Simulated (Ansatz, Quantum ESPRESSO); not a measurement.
# Pb: the dispersion correction in 2 programs

The cell as given:

```yaml
crystal:
  lattice:
    - [0.00000, 2.47502, 2.47502]
    - [2.47502, 0.00000, 2.47502]
    - [2.47502, 2.47502, 0.00000]
  atoms:
    - { symbol: Pb, position: [0.00000, 0.00000, 0.00000] }
```

Kept alike: task relaxation of cell and atoms; functional PBEsol; k mesh 9 × 9 × 9; occupations fermi-dirac, width 0.05 eV; no spin polarisation. The mesh is that of the run's cell of 1 atom. No spin-orbit coupling.

- A: Ansatz, Ansatz PAW, made for PBE, cutoff 420 eV
- B: Quantum ESPRESSO, GBRV 1.5 PBEsol, cutoff 612 eV

| dispersion correction | A: volume (Å³/atom) | B: volume (Å³/atom) |
| --- | --- | --- |
| none | 29.937 | 29.792 |
| D3(BJ) | 28.501 | 28.507 |
| D4 | 29.156 | 28.957 |

Values on potentials made for another functional: all of A. Values hold for each row's relaxed cell, which stops near the pressure aimed at (zero). Ansatz's stress holds its Pulay term. Programs can differ in the three-body term of D3, and some take D4 from an outside library. For a metal such a mesh leaves the last digits unconverged.

Q: How large is the effect of the dispersion correction, and do the programs agree on it?

A: From none to D3(BJ) the volume moves by -1.436 in A, -1.285 in B (Å³/atom). Row by row the programs differ by 0.006 to 0.199, and over this span the shifts, as printed, agree within about 11 %. Shifts from none: D3(BJ) -1.436, -1.285; D4 -0.781, -0.835; the programs' shifts differ by up to 0.151.
